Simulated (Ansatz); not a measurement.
**MgS: single point with PBE**

Crystal: MgS.

```
S Mg
1.0
     0.00000    2.83312    2.83312
     2.83312    0.00000    2.83312
     2.83312    2.83312    0.00000
S Mg
1 1
Direct
  0.25000 0.25000 0.25000
  0.00000 0.00000 0.00000
```

The cell comes from a database or a generator and needn't be the stable form of this composition.

```
Program             : Ansatz 0.2.0
Task                : single point
Functional          : PBE
Potentials or basis : all-electron LAPW, scalar-relativistic
Cutoff              : 208 eV (chosen from the basis error)
Basis error allowed : 0.001 eV/atom
k mesh              : 8 × 8 × 8
Occupations         : fermi-dirac, width 0.05 eV
Spin                : no spin polarisation
```

```
Pressure               : 0.9 GPa
Band gap on the k mesh : 3.45 eV, direct
Loewdin charges        : S -1.28; Mg +1.41 e
```

Levels at points of the mesh, in eV from the valence-band top:
```csv
k point,band 9,band 10,band 11,band 12,band 13,band 14,band 15,band 16
"(0.00, 0.00, 0.00)",-11.26,0.00,0.00,0.00,3.45,7.92,7.92,7.92
"(0.00, 0.00, -0.50)",-10.58,-3.11,-0.32,-0.32,5.11,7.62,7.62,8.60
"(0.00, -0.50, -0.50)",-10.36,-2.80,-1.02,-1.02,3.89,5.64,11.14,12.29
```

It took 7.7 s on 1 thread of Arm Neoverse V1, on a shared host, peak memory 0.23 GiB.

Caveat: the atomic charges don't sum to the cell's charge. A k mesh can miss the band edges.
